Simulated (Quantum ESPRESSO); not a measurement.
WC: zone-centre phonons under several settings

```
W C
1.0
     0.00000    2.19268    2.19268
     2.19268    0.00000    2.19268
     2.19268    2.19268    0.00000
W C
1 1
Direct
  0.00000 0.00000 0.00000
  0.50000 0.50000 0.50000
```

Measurements of this composition are mostly on another form, of space group No. 187.

All runs used Quantum ESPRESSO 7.5; k mesh 7 × 7 × 7; relaxed cell; no spin polarisation; cutoff 762 eV; occupations cold, width 0.2 eV.

```csv
level,potentials,volume (Å³/atom),lowest optical mode without the field (cm⁻¹)
LDA,GBRV 1.5 LDA,10.12,442
PBE,GBRV 1.5 PBE,10.51,406
PBEsol,GBRV 1.5 PBEsol,10.27,435
PW91,GBRV 1.5 PBE,10.54,400
revPBE,GBRV 1.5 PBE,10.58,397
RPBE,GBRV 1.5 PBE,10.60,394
vdW-DF-cx,GBRV 1.5 PBE,?,?
```

Problem. What stands in the row left open?

Solution. Volume 10.34 Å³/atom; lowest optical mode without the field 432 cm⁻¹.

Caveats: the mesh is thin for the phonons of a metal; the potentials were made for another functional, which shifts forces and pressure (some runs).

For the row left open. Caveat: the k mesh is coarse; the mesh is thin for the phonons of a metal; the potentials were made for another functional, which shifts forces and pressure.
